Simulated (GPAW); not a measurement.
Runs of GPAW 26.7.0 on Ag. It takes space group Im-3m (No. 229, cubic). Conventional cell: a = 3.311 Å, b = 3.311 Å, c = 3.311 Å, α = 90.00°, β = 90.00°, γ = 90.00°. Around Ag (site symmetry m-3m) lie 8 Ag at 2.87 Å. This isn't the form of Ag at room conditions, which is fcc.

| task | level | potentials or basis | cell | optimizer | fmax | max steps | target pressure | convergence | gap on the mesh (eV) | pressure (GPa) | relaxed volume (Å³/atom) |
| --- | --- | --- | --- | --- | --- | --- | --- | --- | --- | --- | --- |
| relaxation of cell and atoms | PBE | GPAW PAW data sets (gpaw-data 1.2.1), pw | relaxed to 30 GPa | BFGS | 0.02 eV/Å | 60 | 30 GPa | density=1e-05 forces=0.0001 | none | 30.0 | - |
| relaxation of cell and atoms | PBE | GPAW PAW data sets (gpaw-data 1.2.1), pw | relaxed | BFGS | 0.02 eV/Å | 60 | - | density=1e-05 forces=0.0001 | none | 0.0 | 17.97 |
| relaxation of cell and atoms | PBE | GPAW PAW data sets (gpaw-data 1.2.1), pw | relaxed to 20 GPa | BFGS | 0.02 eV/Å | 60 | 20 GPa | density=1e-05 forces=0.0001 | none | 19.8 | - |
| relaxation of cell and atoms | PBE | GPAW PAW data sets (gpaw-data 1.2.1), pw | relaxed to 10 GPa | BFGS | 0.02 eV/Å | 60 | 10 GPa | density=1e-05 forces=0.0001 | none | 9.9 | - |
| relaxation of cell and atoms | PBEsol | PAW data sets generated in the run's folder for this functional, pw | relaxed | BFGS | 0.02 eV/Å | 60 | - | density=1e-05 forces=0.0001 | none | -0.1 | 16.80 |
| relaxation of cell and atoms | PBE | GPAW PAW data sets (gpaw-data 1.2.1), pw | relaxed to 5 GPa | BFGS | 0.02 eV/Å | 60 | 5 GPa | density=1e-05 forces=0.0001 | none | 5.0 | - |
| single point | PBE | GPAW PAW data sets (gpaw-data 1.2.1), pw | strain = 0.01 | - | - | - | - | - | none | (a) | - |
| relaxation of cell and atoms | PBE | GPAW PAW data sets (gpaw-data 1.2.1), pw | relaxed to 2 GPa | BFGS | 0.02 eV/Å | 60 | 2 GPa | density=1e-05 forces=0.0001 | none | 2.1 | - |

Alike in all rows: no spin polarisation; k mesh 11 × 11 × 11; cutoff (eV) 600; smearing fermi-dirac 0.05 eV.

Fill in the values left out.

(a) -2.5.

Caveats: later steps reuse the first step's grids (some runs); the volume moved by over 15 % at a fixed basis, so the end points are rough (some runs); the density grid can change from cell to cell, which puts small steps into energies and stress (some runs).

A k mesh can miss the band edges, and the runs leave out spin-orbit coupling on Ag.

A gap of «none» marks a metal or a gap under the smearing width.
